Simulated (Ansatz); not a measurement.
# BN under changes of volume

One of the cells (5.969 Å³/atom); the others are scaled copies at fixed shape and fractional positions:

```
CELL_PARAMETERS angstrom
2.55394 0.00000 0.00000
-1.27697 2.21178 0.00000
0.00000 0.00000 4.22685
ATOMIC_POSITIONS crystal
N 0.33333 0.66667 0.12528
N 0.66667 0.33333 0.62528
B 0.33333 0.66667 0.49972
B 0.66667 0.33333 0.99972
```

Measurements of this composition are mostly on another form, of space group No. 194.

| Item | Value |
| --- | --- |
| Program | Ansatz 0.2.0 |
| Functional | PBEsol |
| Potentials or basis | all-electron LAPW, scalar-relativistic |
| Cutoff | 409 eV (chosen from the basis error) |
| Basis error allowed | 0.002 eV/atom |
| k mesh | 12 × 12 × 6 |
| Occupations | fermi-dirac, width 0.05 eV |
| Spin | no spin polarisation |

```csv
volume (Å³/atom),energy over the lowest point (meV/atom),pressure (GPa),gap on the mesh (eV),largest force (eV/Å)
5.611,15.34,19.4,4.87,0.037
5.730,4.38,10.2,4.91,0.019
5.850,0.00,1.8,4.94,0.002
5.969,1.59,-5.9,4.98,0.013
6.088,8.61,-12.8,5.01,0.028
6.208,?,?,?,?
6.327,37.04,-24.9,5.06,0.055
```

Q: What does the run at 6.208 Å³/atom give?

A: Energy over the lowest point 20.58 meV/atom; pressure -19.2 GPa; gap on the mesh 5.03 eV; largest force 0.042 eV/Å.

Worked out: A Birch-Murnaghan fit of order 3 (a polynomial in V^(-2/3)) to the other rows has its minimum at 5.88 Å³/atom with B0 = V·E''(V) = 387 GPa and B' = 3.8 at fixed shape and positions, which overstates the stiffness. It gives 20.64 meV/atom at 6.208 Å³/atom, against the run's 20.58, and -dE/dV = -19.2 GPa, against -19.2. A straight line through the other rows of the gap, of slope 1.59 eV per unit of ln V, gives 5.04 eV, against the run's 5.03.

Energies are extrapolated to zero smearing.

A mesh can miss the band edges.
